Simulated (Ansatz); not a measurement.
Write the native input for Ansatz 0.2.0 that does the following.

| Item | Value |
| --- | --- |
| Task | single point |
| Functional | PBE |
| Potentials or basis | Ansatz PAW |
| Cutoff | 420 eV (not typed: the program's choice for these potentials) |
| k mesh | 9 × 9 × 5 |
| Occupations | gaussian, width 0.018 eV |
| Spin | no spin polarisation |

Crystal: PtS2.

```
Pt S
1.0
     3.54320    0.00000    0.00000
    -1.77160    3.06850    0.00000
     0.00000    0.00000    5.03880
Pt S
1 2
Direct
  0.00000 0.00000 0.00000
  0.66667 0.33333 0.77300
  0.33333 0.66667 0.22700
```

These files were run (other wordings do the same):

input.yaml

```yaml
crystal:
  lattice:
    - [3.5432, 0.0, 0.0]
    - [-1.7716, 3.0685012107, 0.0]
    - [0.0, 0.0, 5.0388]
  atoms:
    - { symbol: Pt, position: [0.0, 0.0, 0.0] }
    - { symbol: S, position: [0.6666666667, 0.3333333333, 0.773] }
    - { symbol: S, position: [0.3333333333, 0.6666666667, 0.227] }
hamiltonian:
  xc: pbe
  pseudopotentials: { kind: paw }
kpoints:
  mp_grid: { grid: [9, 9, 5] }
scf:
  occupations: { method: gaussian, width: 0.018 }
output:
  forces: true
  stress: true
  eigenvalues: true
```

Potentials or basis: Ansatz PAW.

The run is started by

```console
$ ansatz run input.yaml --threads 2 --pin off --max-ram 5632MiB --backend cpu --events-out ev --progress --plain --runs-dir out
```

It gave:

| Item | Value |
| --- | --- |
| Pressure | 11.6 GPa |
| Largest force | 1.257 eV/Å |
| Band gap on the k mesh | 1.02 eV, indirect (least direct gap 1.07 eV) |

Caveat: odd divisions of the mesh miss points on the zone boundary, where band edges often lie, so the gap on the mesh can be too wide; spin-orbit coupling is left out, which moves the levels of the heavy elements; forces of over 1 eV/Å show positions far from the minimum, so gaps and moduli don't describe the material at rest.

Wall time 1.2 s on 2 threads of Arm Neoverse V2 (shared host), peak memory 0.33 GiB.
